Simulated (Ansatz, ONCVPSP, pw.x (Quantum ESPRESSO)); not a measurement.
**Equation-of-state test of one ONCV potential (Pt)**

ONCVPSP 4.0.1.1 (patched build) input, shortened (lines: element, Z, core and valence counts, functional; n l f; lmax; l rc ep ncon nbas qcut; lloc lpopt rc5 dvloc0; l nproj debl; icmod fcfact rcfact), PBE, scalar-relativistic:

```
  Pt 78.00   10    4        4      upf
    1    0    2.00
    2    0    2.00
    2    1    6.00
    3    0    2.00
    3    1    6.00
    3    2   10.00
    4    0    2.00
    4    1    6.00
    4    2   10.00
    4    3   14.00
    5    0    2.00
    5    1    6.00
    5    2    9.00
    6    0    1.00
    2
    0    1.80    0.00    3    6    8.50
    1    1.70    0.00    5    9    7.80
    2    1.35    0.00    4    8    6.60
    4    5    1.30    1.00
    0    2    2.70
    1    2    3.10
    2    3    2.50
    0    0.00    0.00
```

Crystal test: bcc Pt in pw.x 7.5, no spin, 15³ k-points, Fermi–Dirac smearing 0.01 Ry, cutoffs 65/260 Ry. The reference is all-electron LAPW (Ansatz 0.2.0) with the same functional, mesh and smearing; V0 and B0 come from Birch–Murnaghan fits to the pressures at five volumes. Errors are pseudo minus all-electron; Δ is the rms difference of the E(V) curves that follow from these fits, minima aligned, over ±6 % about the mean V0. Mesh and smearing are coarse, so the numbers serve the comparison and aren't converged zero-temperature values; the lattice is a test structure that the element need not adopt.

```json
{"V (Å³/atom)": "15.066", "P all-electron (GPa)": "13.63", "P pseudo (GPa)": "11.40"}
{"V (Å³/atom)": "15.463", "P all-electron (GPa)": "6.17", "P pseudo (GPa)": "4.15"}
{"V (Å³/atom)": "15.859", "P all-electron (GPa)": "-0.19", "P pseudo (GPa)": "-2.01"}
{"V (Å³/atom)": "16.255", "P all-electron (GPa)": "-5.60", "P pseudo (GPa)": "-7.25"}
{"V (Å³/atom)": "16.652", "P all-electron (GPa)": "-10.19", "P pseudo (GPa)": "-11.69"}
```

All-electron: a0 = 3.165 Å (V0 = 15.85 Å³/atom), B0 = 235.3 GPa.

Pseudopotential: mean pressure error (GPa): -1.85; a0 (Å): 3.156; a0 error (%): -0.26; B0 error (%): +1.2; Δ (meV/atom): 6.4.

Question: At the middle volume, how do free energy and pressure move when the wave cutoff is lowered (ecutrho kept at four times it)?

Answer:

```json
{"cutoff (Ry)": "29", "shift of F (meV/atom)": "+2850.1", "shift of P (GPa)": "-114.25"}
{"cutoff (Ry)": "39", "shift of F (meV/atom)": "+415.8", "shift of P (GPa)": "-19.61"}
{"cutoff (Ry)": "52", "shift of F (meV/atom)": "+34.4", "shift of P (GPa)": "-2.31"}
```

The run at the middle volume (120 k-points, 8 iterations) took about 48 s on one core of a shared host (Neoverse-N1, 64 threads, 124 GiB, load 56).
